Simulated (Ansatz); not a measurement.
## GaSb in Ansatz: the effect of functional

GaSb:

```xyz
2
Lattice="-2.7897 2.7897 1.6116 2.7897 -2.7897 1.6116 2.7897 2.7897 -1.6116" Properties=species:S:1:pos:R:3 pbc="T T T"
Sb    0.0000    0.0000    0.0000
Ga    0.0000    2.7897    0.8058
```

Measurements of this composition are mostly on another form, of space group No. 216.

The cell isn't the ideal one: volume scaled by 1.04.

Alike in all runs:

```yaml
Program: Ansatz 0.2.0
Task: single point
Potentials_or_basis: Ansatz PAW
k_mesh: 10 × 10 × 10
Occupations: fermi-dirac, width 0.05 eV
Spin: no spin polarisation
```

| functional | cutoff | pressure (GPa) |
| --- | --- | --- |
| LDA | 420 eV (not typed: the program's choice for these potentials) | -5.9 |
| PBEsol | 420 eV (not typed: the program's choice for these potentials) | -4.6 |
| r2SCAN | 500 eV (not typed: the program's choice for these potentials) | ? |

What does the run with functional r2SCAN give?

Pressure -3.3 GPa.

Caveats: the PAW data sets come from PBE, with cores solved anew for the run's functional, which leaves a small shift of forces and pressure.

Runs at the PBE level aren't shown here.
